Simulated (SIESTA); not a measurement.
The system is CsH.

```xyz
2
Lattice="0.0000 3.1880 3.1880 3.1880 0.0000 3.1880 3.1880 3.1880 0.0000" Properties=species:S:1:pos:R:3 pbc="T T T"
Cs    0.0000    0.0000    0.0000
H     3.1880    3.1880    3.1880
```

Base run:

| Quantity | Value |
| --- | --- |
| Program | SIESTA 5.4.2 |
| Functional | LDA |
| Potentials or basis | PseudoDojo 0.4 standard (LDA files) |
| Basis | DZP (energy shift 0.003 Ry; two zetas on semicore shells; d shell added on Cs) |
| Grid cutoff | 500 Ry |
| Energy shift | 0.003 Ry |
| k mesh | 7 × 7 × 7 |
| Occupations | fermi-dirac, width 0.05 eV |
| Spin | no spin polarisation |

Its results: pressure -1.0 GPa.

Question: The run is repeated on the same cell with these changes: functional from LDA to BLYP; potentials or basis from PseudoDojo 0.4 standard (LDA files) to PseudoDojo 0.4 standard (PBE files). What comes out?

Answer: Pressure 1.3 GPa.

Caveats: the basis of atomic orbitals isn't converged, which shifts pressures, moduli and gaps; the potentials were made for another functional, which shifts forces and pressure (some runs).

Not every run made on this cell is shown here.
